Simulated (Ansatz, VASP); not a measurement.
**One calculation of CoO, two programs**

```
Co O
1.0
    -1.50800    1.50800    2.10725
     1.50800   -1.50800    2.10725
     1.50800    1.50800   -2.10725
Co O
1 1
Direct
  0.00000 0.00000 0.00000
  0.50000 0.50000 0.00000
```

Alike in both runs: task single point; functional PBE; k mesh 12 × 12 × 12; occupations fermi-dirac, width 0.05 eV; collinear spin, ferromagnetic start.

|  | VASP | Ansatz |
| --- | --- | --- |
| version | VASP 6.6.1 | Ansatz 0.2.0 |
| potentials or method | VASP PAW PBE potentials, release 64 (Co, O) | Ansatz PAW |
| plane-wave cutoff (eV) | 520 | 420 |
| valence electrons in the cell | 15 | 23 |

```tsv
	VASP	Ansatz	Ansatz less VASP
gap on the k mesh at the Fermi level (eV)	none	none	-
pressure (GPa)	-0.8	0.0	+0.77
largest component of the traceless stress (GPa)	0.11	0.10	-0.006
net moment per atom (μB)	1.44	1.46	+0.017
size of the moment on the site where the two differ most (μB)	2.54	2.48	-0.066
```

Site moments also hang on the region over which each program counts them. A gap of «none» marks a metal or a gap that the smearing closes. The two sets of potentials don't hold the same shells in valence.

Caveats: a cell with one magnetic atom can't hold antiferromagnetic order, which such compounds often take; semilocal functionals often make such compounds metallic where correlation or magnetic order opens a gap, which also shifts bond lengths; the pressure holds a Pulay correction of +0.7 GPa for the finite cutoff (Ansatz). With open d or f shells a metallic result of PBE can be an artefact of self-interaction; +U or a hybrid may open a gap.
